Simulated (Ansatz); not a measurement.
# MoS2 (P-3m1) in Ansatz: relaxation of cell and atoms with LDA

Aim: the relaxation of cell and atoms of MoS2 with LDA.

Program: Ansatz 0.2.0. These are calculated values, not measurements. Logs are shortened: lines on timing, memory, paths and dates and some standing lists are left out, and cuts for length are marked.

## (1) The crystal as given

Symmetry: P-3m1, No. 164, trigonal system. Conventional cell: a = 3.227 Å, b = 3.227 Å, c = 6.312 Å, α = 90.00°, β = 90.00°, γ = 120.00°. Mo (site symmetry -3m) is surrounded by 6 S at 2.42 Å. Around S (site symmetry 3m) lie 3 Mo at 2.42 Å.

Measurements of this composition are mostly on another form, of space group No. 194.

## (2) Relaxation of cell and atoms, LDA

The input, input.yaml:

```yaml
crystal:
  lattice:
    - [3.2274645616, 0.0, 0.0]
    - [-1.6137322808, 2.7950663001, 0.0]
    - [0.0, 0.0, 6.31247342]
  atoms:
    - { symbol: Mo, position: [0.0, 0.0, 0.5] }
    - { symbol: S, position: [0.6666666667, 0.3333333333, 0.74468068] }
    - { symbol: S, position: [0.3333333333, 0.6666666667, 0.25531932] }
hamiltonian:
  xc: lda
  pseudopotentials: { kind: paw }
kpoints:
  mp_grid: { grid: [9, 9, 4] }
scf:
  occupations: { method: fermi_dirac, width: 0.05 }
output:
  forces: true
  stress: true
  write_density: true
  write_potential: true
  elf: true
  volumetric_format: npy
relax:
  f_tol: 0.01
  max_steps: 40
  cell: { stress_tol: 0.05 }
```

Potentials or basis: Ansatz PAW.

Launch:

```sh
$ ansatz run input.yaml --threads 2 --pin off --max-ram 5120MiB --backend cpu --events-out ev --progress --plain --runs-dir out
```

What it wrote:

```text
Warning: RAYON_NUM_THREADS=2 ignored (pool sized by the plan → 2); use --threads N
Engine: ansatz 0.2.0, aarch64-unknown-linux-gnu
Pseudopotentials: kind: paw
Pseudopotential: Mo, paw, valence charge 14, recommended cutoff 420 eV (normal), Mo.paw.azcp
Pseudopotential: S, paw, valence charge 6, recommended cutoff 420 eV (normal), S.paw.azcp
Functional definition: SPW92
  exchange = slater_x
  correlation = pw_c
Crystal: 3 atoms, lattice volume = 56.945 Å³
Basis set: ecut = 420 eV, 1137 PW (Γ)
Bands: 17, of which v1, the nominal top of the filled ones, is band 13 counted from 1 (12 counted from 0)
Symmetry: 12 space group operations
Space group: P-3m1 (ITA 164), of the structure as read, at distance tolerance 3.8e-5 Å
k-points: 43 of 324
Non-local potential: Mo, projectors of the file, l = 0: 3, l = 1: 2, l = 2: 2, l = 3: 1
Non-local potential: S, projectors of the file, l = 0: 2, l = 1: 2, l = 2: 2
PAW form: soft (Blöchl's): semilocal exchange-correlation on the pseudo side does not see the compensation charge
PAW frozen core: Mo, regenerated for the run's functional, and the local potential with it (the file was generated under x = pbe(κ = 0.804, μ = 0.2195149727645171), c = pbe(β = 0.06672455060314922))
PAW frozen core: S, regenerated for the run's functional, and the local potential with it (the file was generated under x = pbe(κ = 0.804, μ = 0.2195149727645171), c = pbe(β = 0.06672455060314922))
PAW one-centre angular grid: Mo, 590 points (default); XC on 64 Gauss nodes
PAW one-centre angular grid: S, 110 points (default); XC on 64 Gauss nodes
Initial density: superposition of atomic densities (neutral atoms: chi_scale 0, normalization atom), corrected by the library's trained network
Initial wavefunctions: pseudopotential atomic-orbital guess
Functional: x = slater, c = lda
SCF iter   1: F=—  HF=-6583.963639 eV  |F-HF|=—  |Δ(HF+E_count)|=         —  Δρ=7.75e-3  dr2=1.60e-2  ethr=1.77e-3  ⟨swp⟩=5.9  Hψ=3963  notcnv=0
preconditioner: auto → LDOS  [metal: Δε(μ)=0.150 eV  Ē_g=7.760 eV  σ=0.050 eV  W_gap=0.46  n_scr=10 (ndim 8)  ℏωp=20.9 eV  f_vac=0.025  D(μ)=1.09/eV (n_scr^D=2)  β→1.0]
SCF iter   2: F=—  HF=-6583.961332 eV  |F-HF|=—  |Δ(HF+E_count)|=   2.31e-3  Δρ=2.72e-3  dr2=3.66e-3  ethr=6.16e-5  ⟨swp⟩=2.0  Hψ=1655  notcnv=0
SCF iter   3: F=—  HF=-6583.960197 eV  |F-HF|=—  |Δ(HF+E_count)|=   1.14e-3  Δρ=7.22e-4  dr2=4.62e-4  ethr=1.41e-5  ⟨swp⟩=2.0  Hψ=1271  notcnv=0
SCF iter   4: F=—  HF=-6583.960069 eV  |F-HF|=—  |Δ(HF+E_count)|=   1.28e-4  Δρ=1.86e-4  dr2=1.32e-5  ethr=1.78e-6  ⟨swp⟩=2.0  Hψ=1029  notcnv=0
SCF iter   5: F=—  HF=-6583.960067 eV  |F-HF|=—  |Δ(HF+E_count)|=   1.79e-6  Δρ=2.35e-5  dr2=1.84e-7  ethr=5.09e-8  ⟨swp⟩=2.0  Hψ=1201  notcnv=0
SCF iter   6: F=-6583.960067 eV  HF=-6583.960067 eV  |F-HF|=8.69e-10  |Δ(HF+E_count)|=   3.45e-9  Δρ=3.62e-6  dr2=4.02e-9  ethr=3.85e-10  ⟨swp⟩=8.6  Hψ=4632  notcnv=0
SCF 1 converged in 6 iterations: F = -6583.960067 eV  dr2 = 4.02e-9
relax step   1: F+E_penalty+E_count = -6583.96006708 eV  Δ(F+E_penalty+E_count) = +0.000e0 eV  max|allowed force component| = 1.550e-1 eV/Å  Δτ_max = 0.0000 Å  P = -5.982 GPa  Ω = 56.945 Å³  (6 SCF iters, dr2 threshold 1.00e-7 eV, accepted)
Crystal: 3 atoms, lattice volume = 50.016 Å³
Basis set: ecut = 420 eV, 957 PW (Γ)
Initial density: handed on by an earlier stage of this run
Initial wavefunctions: those handed on with the density
iter 1 solved again at ethr=7.77e-4 eV; its pass at ethr=3.10e-3 eV (dr2=2.02e-1 eV) is discarded
SCF iter   1: F=—  HF=-6584.092362 eV  |F-HF|=—  |Δ(HF+E_count)|=         —  Δρ=1.11e-2  dr2=2.02e-1  ethr=7.77e-4  ⟨swp⟩=1.0  Hψ=5089  notcnv=0
preconditioner: auto → Kerker (q_TF=auto, 2.446 Å⁻¹)  [metal: Δε(μ)=0.005 eV  Ē_g=8.172 eV  σ=0.050 eV  W_gap=0.02  n_scr=10 (ndim 8)  ℏωp=22.3 eV  f_vac=0.001  D(μ)=1.00/eV (n_scr^D=2)]
SCF iter   2: F=—  HF=-6584.070864 eV  |F-HF|=—  |Δ(HF+E_count)|=   2.15e-2  Δρ=6.21e-3  dr2=8.01e-2  ethr=7.77e-4  ⟨swp⟩=1.0  Hψ=731  notcnv=0
SCF iter   3: F=—  HF=-6584.055822 eV  |F-HF|=—  |Δ(HF+E_count)|=   1.50e-2  Δρ=1.52e-3  dr2=4.07e-3  ethr=3.08e-4  ⟨swp⟩=2.3  Hψ=1098  notcnv=0
SCF iter   4: F=—  HF=-6584.054716 eV  |F-HF|=—  |Δ(HF+E_count)|=   1.11e-3  Δρ=3.90e-4  dr2=9.56e-5  ethr=1.56e-5  ⟨swp⟩=2.0  Hψ=1014  notcnv=0
SCF iter   5: F=—  HF=-6584.054722 eV  |F-HF|=—  |Δ(HF+E_count)|=   6.06e-6  Δρ=1.06e-4  dr2=7.77e-6  ethr=3.68e-7  ⟨swp⟩=2.3  Hψ=1139  notcnv=0
[... 72 lines left out ...]
iter 5 did not close the SCF: its close was put off for the readings that it lacked (scf_convergence_deferred on its scf_iter line)
SCF iter   5: F=-6584.081615 eV  HF=-6584.081615 eV  |F-HF|=9.09e-12  |Δ(HF+E_count)|=  3.83e-10  Δρ=3.26e-7  dr2=7.28e-11  ethr=6.30e-12  ⟨swp⟩=2.0  Hψ=1090  notcnv=0
SCF iter   6: F=-6584.081615 eV  HF=-6584.081615 eV  |F-HF|=2.73e-12  |Δ(HF+E_count)|=  2.73e-12  Δρ=8.87e-8  dr2=8.01e-12  ethr=1.00e-12  ⟨swp⟩=5.0  Hψ=3348  notcnv=0
SCF 8 converged in 6 iterations: F = -6584.081615 eV  dr2 = 8.01e-12
relax step   8: F+E_penalty+E_count = -6584.08161547 eV  Δ(F+E_penalty+E_count) = -6.667e-6 eV  max|allowed force component| = 4.105e-4 eV/Å  Δτ_max = 0.0001 Å  P = +0.005 GPa  Ω = 49.373 Å³  energy of the carried Pulay correction = +6.412e-4 eV  (6 SCF iters, accepted)
Initial wavefunctions: pseudopotential atomic-orbital guess (no wavefunctions were taken with the density)
iter 1 solved again at ethr=1.49e-7 eV; its pass at ethr=3.10e-3 eV (dr2=3.88e-5 eV) is discarded
SCF iter   1: F=—  HF=-6584.081106 eV  |F-HF|=—  |Δ(HF+E_count)|=         —  Δρ=9.98e-5  dr2=4.79e-7  ethr=1.49e-7  ⟨swp⟩=3.0  Hψ=5991  notcnv=0
preconditioner: auto → Kerker (q_TF=auto, 2.452 Å⁻¹)  [metal: Δε(μ)=0.035 eV  Ē_g=8.126 eV  σ=0.050 eV  W_gap=0.17  n_scr=10 (ndim 8)  ℏωp=22.4 eV  f_vac=0.000  D(μ)=1.12/eV (n_scr^D=2)]
SCF iter   2: F=—  HF=-6584.081108 eV  |F-HF|=—  |Δ(HF+E_count)|=   1.56e-6  Δρ=5.25e-5  dr2=1.31e-7  ethr=1.84e-9  ⟨swp⟩=1.8  Hψ=886  notcnv=0
SCF iter   3: F=—  HF=-6584.081108 eV  |F-HF|=—  |Δ(HF+E_count)|=   1.65e-7  Δρ=1.04e-6  dr2=1.86e-10  ethr=5.02e-10  ⟨swp⟩=1.2  Hψ=786  notcnv=0
iter 4 did not close the SCF: its close was put off for the readings that it lacked (scf_convergence_deferred on its scf_iter line)
SCF iter   4: F=-6584.081108 eV  HF=-6584.081108 eV  |F-HF|=1.82e-12  |Δ(HF+E_count)|=  2.73e-11  Δρ=2.27e-7  dr2=9.69e-12  ethr=1.00e-12  ⟨swp⟩=2.1  Hψ=1282  notcnv=0
iter 5 did not close the SCF: its close was put off for the readings that it lacked (scf_convergence_deferred on its scf_iter line)
SCF iter   5: F=-6584.081108 eV  HF=-6584.081108 eV  |F-HF|=9.09e-13  |Δ(HF+E_count)|=  3.64e-12  Δρ=3.07e-8  dr2=8.62e-13  ethr=1.00e-12  ⟨swp⟩=1.0  Hψ=731  notcnv=0
iter 6 did not close the SCF: its close was put off for the readings that it lacked (scf_convergence_deferred on its scf_iter line)
SCF iter   6: F=-6584.081108 eV  HF=-6584.081108 eV  |F-HF|=1.82e-12  |Δ(HF+E_count)|=    0.00e0  Δρ=1.30e-8  dr2=2.31e-13  ethr=1.00e-12  ⟨swp⟩=1.0  Hψ=731  notcnv=0
iter 7 did not close the SCF: its close was put off for the readings that it lacked (scf_convergence_deferred on its scf_iter line)
SCF iter   7: F=-6584.081108 eV  HF=-6584.081108 eV  |F-HF|=9.09e-13  |Δ(HF+E_count)|=  1.82e-12  Δρ=3.52e-9  dr2=2.14e-14  ethr=1.00e-12  ⟨swp⟩=1.0  Hψ=731  notcnv=0
SCF iter   8: F=-6584.081108 eV  HF=-6584.081108 eV  |F-HF|=9.09e-13  |Δ(HF+E_count)|=    0.00e0  Δρ=9.91e-10  dr2=4.27e-16  ethr=1.00e-12  ⟨swp⟩=2.9  Hψ=2283  notcnv=0
SCF 9 converged in 8 iterations: F = -6584.081108 eV  dr2 = 4.27e-16
relax step   9: F+E_penalty+E_count = -6584.08110808 eV  Δ(F+E_penalty+E_count) = +5.074e-4 eV  max|allowed force component| = 5.117e-4 eV/Å  Δτ_max = 0.0000 Å  P = +0.003 GPa  Ω = 49.373 Å³  stress off target by 3.60e-3 GPa  SCF on the basis re-selected at this cell (its energy is not comparable with the rows above)  (8 SCF iters)
basis re-selected at this cell: Δ(F+E_penalty+E_count) = +5.074e-4 eV, ΔP = -0.002 GPa vs the last step (what re-selecting the basis moved, of the pressure what is left beyond the Pulay correction that the steps carried, after the strain that the cell walked since its last selection, with what the two solves' SCF thresholds leave and, on support functions, any second-order correction that the steps lacked; it is no measure of the basis error at this ecutwfc). The dense FFT grid was sized anew with the basis: this SCF ran on 24×24×40 points, the steps before it on 24×24×45, so part of this shift can come from that change (see relax.cell in the input reference). This SCF's stress stands 3.60e-3 GPa from its target on what of the cell is left free (relax.cell.stress_tol is 5.00e-2 GPa) and its largest allowed force component is 5.12e-4 eV/Å (relax.f_tol is 1.00e-2 eV/Å): within both
SCF converged after 8 iterations
Free energy (F): -6584.081108 eV
Harris-Foulkes:  -6584.081108 eV  (|F-HF|=9.09e-13)
Internal energy: -6584.072321 eV  (E = F + TS)
E sigma→0 (E₀):  -6584.076714 eV
Entropy (-TS):   -0.008787 eV (-2.929 meV/atom)
Fermi energy:    12.277864 eV
--- Per-component energies (eV) ---
  E_band       = -126.194458
  E_kinetic    = 659.102826
  E_local      = -1703.682164  (includes V_loc(G=0)·N_el)
  E_nonlocal   = 206.782893
  E_hartree    = 638.042909
  E_xc         = -376.572389
  E_vxc        = -406.251221  (∫ρ·V_xc dr)
  E_paw        = -4226.902794  (= ΣΔE_a)
  E_vpaw       = -158.232639  (= ΣTr[D̂ρ^β])
  E_aug_tail   = 0.000026  (compensation charges beyond the density's cutoff)
  E_ewald      = -1781.622840
  E_core_change = 0.779211  (= ΣΔE_core)
  E_smearing   = -0.008787  (= −TS)
  E_closure    = 0.000000  (closes the sum)
  Σ components = -6584.081108   (vs F -6584.081108, Δ=0.00e0)
--- Forces (eV/Å), atoms counted from 1 ---
  atom   1  Mo     0.00000000    -0.00000000     0.00000000
  atom   2  S     -0.00000000    -0.00000000     0.00051165
  atom   3  S      0.00000000     0.00000000    -0.00051165
  max |Σ_I F_I| component: 2.17e-19 eV/Å
--- Stress (GPa, compression-positive) ---
        0.003603      -0.000000       0.000000
       -0.000000       0.003603       0.000000
        0.000000       0.000000       0.001065
  P = ⅓ Tr σ = 0.0028 GPa (0.028 kbar)
--- Band table (eV; the first three rows and the last of 43) ---
  k-point 0: bands = ["-49.3223", "-23.4921", "-23.3335", "-23.3335", "-3.1195", "-1.1225", "4.7927", "8.2619", "8.2619", "10.7082", "11.1157", "11.3252", "11.3252", "12.2014", "12.2014", "15.3231", "15.3231"]
  k-point 1: bands = ["-49.3223", "-23.4923", "-23.3335", "-23.3335", "-2.9129", "-1.4996", "5.4307", "8.2794", "8.2794", "9.1922", "11.3129", "11.3129", "12.0700", "12.0700", "12.0868", "15.5827", "15.5827"]
  k-point 2: bands = ["-49.3223", "-23.4924", "-23.3335", "-23.3335", "-2.5070", "-2.0578", "6.4689", "7.8495", "8.2974", "8.2974", "11.3011", "11.3011", "11.9500", "11.9500", "12.4631", "15.8446", "15.8446"]
  k-point 42: bands = ["-49.2718", "-23.6307", "-23.6307", "-23.3935", "-0.5605", "-0.5605", "6.3474", "6.3474", "6.9281", "7.8681", "8.3082", "8.3082", "12.3181", "12.3181", "13.1491", "16.4312", "16.4312"]
--- Relaxed structure (8 steps of the walk, 8 accepted, 1 SCFs on fresh bases) ---
  F+E_penalty+E_count = -6584.08110808 eV   max|allowed force component| = 5.117e-4 eV/Å   (the final SCF, on the basis selected at the relaxed cell)
  cell:  # Å, volume = 49.3733 Å³
    - [3.1448660804705186, 3.3605800894676197e-32, 2.3265554465545056e-32]
    - [-1.5724330402352593, 2.7235339171874657, -1.1627496385224975e-17]
    - [-7.584033398550819e-32, -2.6259935898289798e-17, 5.764439177356766]
  atoms:
    - { symbol: Mo, position: [1.1555579666323415e-33, 1.5407439555097887e-33, 0.5] }
    - { symbol: S, position: [0.6666666666666666, 0.33333333333333337, 0.7713768521944734] }
    - { symbol: S, position: [0.33333333333333337, 0.6666666666666667, 0.22862314780552684] }
```

Wall time 8.4 s (2 threads of Arm Neoverse V2, shared host); peak memory 0.35 GiB.

What came out:

* Free energy: -6584.0811 eV
* Relaxed volume: 16.46 Å³/atom
* Relaxed cell: a = 3.145 Å, b = 3.145 Å, c = 5.764 Å, α = 90.00°, β = 90.00°, γ = 120.00°
* Space group after relaxing (to 0.05 Å): P-3m1 (No. 164)
* Energy gained by relaxing: 40.3 meV/atom
* Ionic steps: 9
* Pressure after relaxing: 0.0 GPa
* Band gap on the k mesh: none (metal or under the smearing width)

Step by step:
| step | energy change (eV) | largest force (eV/Å) | volume (Å³) |
| --- | --- | --- | --- |
| 1 | 0.0000 | 0.1550 | 56.94 |
| 2 | -0.0947 | 0.0110 | 50.02 |
| 3 | -0.1104 | 0.0413 | 51.08 |
| 4 | -0.1183 | 0.0518 | 50.30 |
| 5 | -0.1186 | 0.0304 | 48.67 |
| 6 | -0.1213 | 0.0634 | 49.42 |
| 7 | -0.1215 | 0.0070 | 49.40 |
| 8 | -0.1215 | 0.0004 | 49.37 |
| 9 | -0.1210 | 0.0005 | 49.37 |

Final structure:
```
Mo S
1.0
     3.14487    0.00000    0.00000
    -1.57243    2.72353    0.00000
     0.00000    0.00000    5.76444
Mo S
1 2
Direct
  0.00000 0.00000 0.50000
  0.66667 0.33333 0.77138
  0.33333 0.66667 0.22862
```

Levels at points of the mesh, in eV from the Fermi level:
```
            k point  band 9  band 10  band 11  band 12  band 13  band 14  band 15  band 16  band 17
 (0.00, 0.00, 0.00)   -4.02    -1.57    -1.16    -0.95    -0.95    -0.08    -0.08     3.05     3.05
(0.00, 0.00, -0.50)   -3.98    -3.98    -0.98    -0.98    -0.33    -0.33     0.19     3.57     3.57
```

Caveat: the plane-wave basis is chosen anew once the cell has moved, so the energies of steps on either side of that aren't comparable; the PAW data sets come from PBE, with cores solved anew for the run's functional, which leaves a small shift of forces and pressure.
